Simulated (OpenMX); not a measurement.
## TiTe2 in OpenMX: convergence with VNA

Input of the first run (VNA 1 3); the others differ in this setting and in those tied to it:

File TiTe2.dat:

```
System.CurrrentDirectory             ./
System.Name                          TiTe2
DATA.PATH                            ./DFT_DATA13
level.of.stdout                      1
level.of.fileout                     0
Species.Number                       2
<Definition.of.Atomic.Species
  Te  Te7.0-s3p2d2           Te_PBE13
  Ti  Ti7.0-s2p2d1           Ti_PBE13
Definition.of.Atomic.Species>

Atoms.Number                         3
Atoms.SpeciesAndCoordinates.Unit     FRAC
<Atoms.SpeciesAndCoordinates
    1  Te    0.3136020000    0.6487680000    0.7318800000   8.000  8.000
    2  Te    0.6486180000    0.3144680000    0.2819740000   8.000  8.000
    3  Ti    0.0173330000    0.0352680000   -0.0164510000   6.000  6.000
Atoms.SpeciesAndCoordinates>

Atoms.UnitVectors.Unit               Ang
<Atoms.UnitVectors
     3.7770000000    0.0000000000    0.0000000000
    -1.8885000000    3.2709779501    0.0000000000
     0.0000000000    0.0000000000    6.4980000000
Atoms.UnitVectors>

scf.XcType                           GGA-PBE
scf.SpinPolarization                 off
scf.ElectronicTemperature            580.226
scf.energycutoff                     500.0
scf.maxIter                          100
scf.EigenvalueSolver                 band
scf.Kgrid                            7 7 3
scf.Mixing.Type                      rmm-diisk
scf.Init.Mixing.Weight               0.05
scf.Min.Mixing.Weight                0.001
scf.Max.Mixing.Weight                0.3
scf.Mixing.History                   25
scf.Mixing.StartPulay                8
scf.criterion                        1.0e-8
scf.stress.tensor                    on
MD.Type                              nomd
scf.BufferL.VNA                      1
scf.RadialF.VNA                      3
```

Potentials or basis: OpenMX 2013 PBE set, Te7.0-s3p2d2, Ti7.0-s2p2d1, grid cutoff 500 Ry.

Run with:

```console
$ openmx TiTe2.dat -nt 1 > TiTe2.std
```

The cell isn't the ideal one: atoms moved at random, drawn with an rms of 0.1 Å.

Hardware: 1 thread of Arm Neoverse V1 (shared host).

Task: The values tried are 1 3, 2 4, 3 6, 4 8, 5 10, 6 12, 6 16, loosest first. From which on does the pressure stay within 0.1 GPa of the tightest run that finished?

Result: From 3 6 on.

```
 VNA  energy less the tightest run, at zero smearing (meV/atom)  pressure (GPa)  largest force (eV/Å)  SCF cycles  CPU time (s)  peak memory (GiB)
 1 3                                                      51.97           -0.04                 1.862          19            78                1.1
 2 4                                                      10.61           -0.11                 1.883          19            79                1.1
 3 6                                                       5.03           -0.07                 1.894          19            80                1.1
 4 8                                                       2.31           -0.05                 1.878          19            82                1.1
5 10                                                       0.17           -0.05                 1.883          19            84                1.1
6 12                                                       0.60           -0.03                 1.886          19            88                1.1
6 16                                                       0.00            0.00                 1.886          19            90                1.1
```

Against the tightest run, the energy stays within 1 meV/atom from 5 10 on; the largest force stays within 0.005 eV/Å from 5 10 on. The tightest run that finished is the yardstick and may itself not be fully converged.

Caveat, for the tightest run too: the transition metal has a single d function, too few for pressures, volumes and moments; the basis of atomic orbitals isn't converged, which shifts pressures, moduli and gaps. Spin-orbit coupling is left out, which matters for the levels of Te.
